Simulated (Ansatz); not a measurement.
# Chalcopyrite CuInS₂

All values below come from r²SCAN-D4 (Ansatz, a first-principles code, plane waves, PAW).

Numerical settings: plane-wave cutoff 560 eV, 10×10×10 k mesh, Fermi–Dirac smearing 0.01 eV, no spin polarisation, scalar-relativistic PAW data made under PBE.

Cell (relaxed at this level):

```cif
data_Cu4In4S8
_chemical_formula_sum 'In4 Cu4 S8'
_space_group_name_H-M_alt 'I-42d'
_space_group_IT_number 122
_space_group_name_Hall 'I -4 2bw'
_cell_length_a 5.50072
_cell_length_b 5.50072
_cell_length_c 11.08670
_cell_angle_alpha 90.000
_cell_angle_beta 90.000
_cell_angle_gamma 90.000
loop_
_atom_site_label
_atom_site_type_symbol
_atom_site_symmetry_multiplicity
_atom_site_Wyckoff_symbol
_atom_site_fract_x
_atom_site_fract_y
_atom_site_fract_z
_atom_site_occupancy
In1 In 4 b 0.00000 0.00000 0.50000 1
Cu1 Cu 4 a 0.00000 0.00000 0.00000 1
S1 S 8 d 0.22117 0.25000 0.12500 1
```
(The calculation used a cell of 8 atoms; values per cell refer to that cell.)

| Quantity | Result |
|---|---|
| bulk modulus | 76.2 GPa |
| band gap | 0.39 eV |
| pressure derivative B′ of the bulk modulus | 4.8 |

Measured, for comparison: band gap 1.55 eV (temperature not stated, not corrected to a static lattice, direct or pseudo-direct at Γ; as tabulated in Ghosh et al. (2024), arXiv:2401.16805).

Note: the bulk modulus comes from volumes at which shape and atoms were relaxed.

Spin–orbit coupling is not included.
